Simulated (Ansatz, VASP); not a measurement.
# Two plane-wave programs on TaN

```xyz
2
Lattice="0.0000 2.0701 2.2879 2.0701 0.0000 2.2879 2.0701 2.0701 0.0000" Properties=species:S:1:pos:R:3 pbc="T T T"
Ta    2.0701    2.0701    2.2879
N     0.0000    0.0000    0.0000
```

Change from the starting cell: strain -0.050 along x and y, +0.050 along z, atoms carried along.

Alike in both runs: task single point; functional LDA; k mesh 18 × 18 × 18; occupations gaussian, width 0.15 eV; no spin polarisation.

|  | VASP | Ansatz |
| --- | --- | --- |
| version | VASP 6.6.1 | Ansatz 0.2.0 |
| potentials or method | VASP PAW LDA potentials, release 64 (Ta_pv, N) | scalar-relativistic, plane waves, PAW |
| plane-wave cutoff (eV) | 520 | 420 |
| valence electrons in the cell | 16 | 18 |

|  | VASP | Ansatz | Ansatz less VASP |
| --- | --- | --- | --- |
| gap on the k mesh at the Fermi level (eV) | none | none | - |
| pressure (GPa) | 32.3 | 29.7 | -2.64 |
| largest component of the traceless stress (GPa) | 42.01 | 41.04 | -0.965 |

A gap of «none» marks a metal or a gap that the smearing closes. The two sets of potentials don't hold the same shells in valence.

Caveats: so large a pressure means that the cell lies far from this level's equilibrium, or that cutoff or potentials fall short (VASP). Spin-orbit coupling is left out, which matters for the levels of Ta.
